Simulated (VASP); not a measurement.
BaZrO3:

```
CELL_PARAMETERS angstrom
-2.97697 2.97697 4.21394
2.97697 -2.97697 4.21394
2.97697 2.97697 -4.21394
ATOMIC_POSITIONS crystal
Ba 0.25000 0.75000 0.50000
Ba 0.75000 0.25000 0.50000
Zr 0.50000 0.50000 0.00000
Zr 0.00000 0.00000 0.00000
O 0.26063 0.23937 0.50000
O 0.73937 0.76063 0.50000
O 0.76063 0.26063 0.02127
O 0.23937 0.73937 0.97873
O 0.25000 0.25000 0.00000
O 0.75000 0.75000 0.00000
```

The cell is a database's computed one.

- Program: VASP 6.6.1
- Task: single point
- Functional: PBE
- Potentials or basis: VASP PAW PBE potentials, release 64 (Ba_sv, Zr_sv, O)
- Cutoff: 520 eV
- k mesh: 6 × 6 × 6
- Occupations: fermi-dirac, width 0.05 eV
- Spin: no spin polarisation

On this cell: pressure 2.6 GPa; largest force under 0.003 eV/Å; band gap on the k mesh 3.18 eV.

The same run follows on a disturbed copy (atoms moved at random, drawn with an rms of 0.05 Å):

```
Ba Zr O
1.0
    -2.97697    2.97697    4.21394
     2.97697   -2.97697    4.21394
     2.97697    2.97697   -4.21394
Ba Zr O
2 2 6
Direct
  0.24658 0.74420 0.49751
  0.74957 0.24310 0.49622
  0.49817 0.49356 0.99451
  0.01342 0.00040 0.00704
  0.26559 0.23821 0.50103
  0.73883 0.76313 0.49942
  0.76643 0.26901 0.02346
  0.24344 0.74211 0.98814
  0.24981 0.24938 0.01131
  0.75111 0.74601 0.99685
```

Question: What changes?

Answer: The energy moves by +10.6 meV/atom; pressure 3.0 GPa; largest force 1.474 eV/Å; band gap on the k mesh 3.12 eV.

Forces on the atoms (eV/Å):
```
Ba  -0.102  0.067  0.144
Ba   0.092  0.063 -0.003
Zr   0.361  0.728  0.406
Zr  -0.054 -1.118 -0.960
O    0.229  0.013 -0.239
O   -0.046  0.139  0.011
O   -0.110  0.189 -0.300
O   -0.353  0.057  0.022
O   -0.203 -0.048  1.047
O    0.185 -0.090 -0.128
```

Stress tensor (GPa, compression positive):
```
 2.95 -0.08  0.08
-0.08  2.90 -0.05
 0.08 -0.05  3.11
```

Caveats: spin-orbit coupling is left out, which moves the levels of the heavy elements.

A k mesh can miss the band edges.
